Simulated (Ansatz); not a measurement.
Crystal: Eu2O3.

```
CELL_PARAMETERS angstrom
3.78830 0.00000 0.00000
-1.89415 3.28076 0.00000
0.00000 0.00000 5.82084
ATOMIC_POSITIONS crystal
Eu 0.33333 0.66667 0.24244
Eu 0.66667 0.33333 0.75756
O 0.33333 0.66667 0.65110
O 0.66667 0.33333 0.34890
O 0.00000 0.00000 0.00000
```

Measurements of this composition are mostly on another form, of space group No. 206.

Program: Ansatz 0.2.0. Alike in all runs: task band structure; potentials or basis Ansatz PAW; spin collinear, ferromagnetic start; cell as given; k mesh 8 × 8 × 5; smearing fermi-dirac 0.05 eV.

Question: Order these runs on this cell by their pressure, lowest first.
A. level r2SCAN; cutoff (eV) 500
B. level PBEsol; cutoff (eV) 420
C. level LDA; cutoff (eV) 420

Answer: C (-9.2 GPa), B (-4.7 GPa), A (-1.6 GPa).

Caveats: the PAW data sets come from PBE, with cores solved anew for the run's functional, which leaves a small shift of forces and pressure; the magnetic or orbital state may not be the lowest (some runs).

Not every run made on this cell is shown here.
